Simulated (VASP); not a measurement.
Write the native input for VASP 6.6.1 that does the following.

* Task: single point
* Functional: PBEsol
* Potentials or basis: VASP PAW PBE potentials, release 64 (Pt, S_h)
* Cutoff: 900 eV
* k mesh: 9 × 9 × 6
* Occupations: gaussian, width 0.02 eV
* Spin: no spin polarisation
* Further INCAR settings: ALGO = Fast; EDIFF = 1e-06

The structure of PtS2 lies in POSCAR:

```
PtS2
1.0
    3.5675900000      0.0000000000      0.0000000000
   -1.7837900000      3.0896200000      0.0000000000
    0.0000000000      0.0000000000      4.8017200000
Pt S
1 2
Direct
    0.0000000000      0.0000000000      0.0000000000
    0.6666700000      0.3333300000      0.7506900000
    0.3333300000      0.6666700000      0.2493100000
```

The cell is a database's computed one.

These files were run (other wordings do the same):

INCAR

```
SYSTEM = PtS2
PREC = Accurate ; ENCUT = 900
EDIFF = 1E-6 ; ISMEAR = 0
SIGMA = 0.02 ; LREAL = .False.
LASPH = .True. ; NELM = 100
ALGO = Fast ; ISIF = 2
LWAVE = .False. ; LCHARG = .False.
GGA = PS
```

KPOINTS

```
Automatic mesh
0
Gamma
  9 9 6
  0 0 0
```

Potentials or basis: VASP PAW PBE potentials, release 64 (Pt, S_h).

Launch:

```console
$ cat potpaw_PBE.64/Pt/POTCAR potpaw_PBE.64/S_h/POTCAR > POTCAR
$ mpirun -np 1 vasp_std > vasp.out
```

Results of the run:

- Pressure: 0.2 GPa
- Largest force: 0.019 eV/Å
- Band gap on the k mesh: 0.35 eV, indirect (least direct gap 1.00 eV)

Caveat: the PAW data sets were made with another functional, which shifts forces and pressure a little; spin-orbit coupling is left out, which moves the levels of the heavy elements; an odd mesh through Γ misses points on the zone boundary, where band edges often lie.

Run time: 120 s on 1 thread of Intel(R) Xeon(R) Platinum 8488C (Sapphire Rapids) (shared host), peak memory 0.43 GiB.
